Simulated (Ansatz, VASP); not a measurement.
## One calculation of N, two programs

INCAR

```
SYSTEM = N
ALGO     = Normal         ! electronic algorithm
EDIFF    = 1E-7           ! SCF threshold, eV
ENCUT    = 520            ! plane-wave cutoff, eV
GGA      = PS             ! functional
ISIF     = 2              ! what is computed and relaxed
ISMEAR   = 0              ! smearing method
LASPH    = .True.         ! aspherical terms in the spheres
LCHARG   = .False.        ! write CHGCAR
LREAL    = .False.        ! projectors in reciprocal space
LWAVE    = .False.        ! write WAVECAR
NBANDS   = 18             ! bands
NELM     = 80             ! most SCF steps
PREC     = Accurate       ! precision mode
SIGMA    = 0.05           ! smearing width, eV
```

KPOINTS

```
k-points
0
Gamma
  6 6 4
  0 0 0
```

POSCAR

```
N
1.0
    4.3339221230      0.0000000000      0.0000000000
   -2.1669610615      3.7532866566      0.0000000000
    0.0000000000      0.0000000000      6.7257633696
N
4
Direct
    0.3333333333      0.6666666667      0.3289300400
    0.3333333333      0.6666666667      0.1710699600
    0.6666666667      0.3333333333      0.8289300400
    0.6666666667      0.3333333333      0.6710699600
```

Input for Ansatz:

```yaml
crystal:
  lattice:
    - [4.333922123, 0.0, 0.0]
    - [-2.1669610615, 3.7532866566, 0.0]
    - [0.0, 0.0, 6.7257633696]
  atoms:
    - { symbol: "N", position: [0.3333333333, 0.6666666667, 0.32893004] }
    - { symbol: "N", position: [0.3333333333, 0.6666666667, 0.17106996] }
    - { symbol: "N", position: [0.6666666667, 0.3333333333, 0.82893004] }
    - { symbol: "N", position: [0.6666666667, 0.3333333333, 0.67106996] }
basis:
  ecutwfc: 420
kpoints:
  mp_grid: { grid: [6, 6, 4] }
hamiltonian:
  xc: pbesol
scf:
  occupations: { method: gaussian, width: 0.05 }
output:
  forces: true
  stress: true
  eigenvalues: true
```

Change from the starting cell: strain +0.040 along x and y, -0.040 along z, atoms carried along.

Alike in both runs: task single point; functional PBEsol; k mesh 6 × 6 × 4; occupations gaussian, width 0.05 eV; no spin polarisation.

```csv
,VASP,Ansatz
version,VASP 6.6.1,Ansatz 0.2.0
potentials or method,"VASP PAW PBE potentials, release 64 (N)","scalar-relativistic, plane waves, PAW"
plane-wave cutoff (eV),520,420
valence electrons in the cell,20,20
```

```tsv
	VASP	Ansatz	Ansatz less VASP
gap on the k mesh at the Fermi level (eV)	7.46	7.52	+0.058
least direct gap on the mesh (eV)	7.82	7.87	+0.054
pressure (GPa)	9.5	6.6	-2.81
largest component of the traceless stress (GPa)	19.07	12.97	-6.096
rms of the force components (eV/Å)	5.338	3.609	-1.7283
```

Atom by atom the forces differ by 1.728 eV/Å (rms over components).

Caveats: the standard files for N, O and F lose accuracy on very short bonds; the PAW data sets were made with another functional, which shifts forces and pressure a little (VASP). A k mesh can miss the band edges.
